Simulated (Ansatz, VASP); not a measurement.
## One calculation of Ag, two programs

```xyz
1
Lattice="0.0000 2.0427 2.0427 2.0427 0.0000 2.0427 2.0427 2.0427 0.0000" Properties=species:S:1:pos:R:3 pbc="T T T"
Ag    0.0000    0.0000    0.0000
```

Alike in both runs: functional PBEsol; k mesh 8 × 8 × 8; occupations fermi-dirac, width 0.05 eV; no spin polarisation.

|  | VASP | Ansatz |
| --- | --- | --- |
| version | VASP 6.6.1 | Ansatz 0.2.0 |
| potentials or method | VASP PAW PBE potentials, release 64 (Ag), cutoff 520 eV | all-electron LAPW, scalar-relativistic |
| task | single point | band structure |

Ansatz gave:

| Item | Value |
| --- | --- |
| gap on the k mesh at the Fermi level (eV) | none |
| pressure (GPa) | -2.0 |

**Question.** Estimate VASP's values.

**Answer.** gap on the k mesh at the Fermi level (eV): none; pressure (GPa): -2.2.

A gap of «none» marks a metal or a gap that the smearing closes. Ansatz ran all-electron here, so the differences hold the error of VASP's frozen core and of both bases.

Caveats: the PAW data sets were made with another functional, which shifts forces and pressure a little (VASP); the k mesh is thin for a metal, which can move the energy by tens of meV per atom (Ansatz).
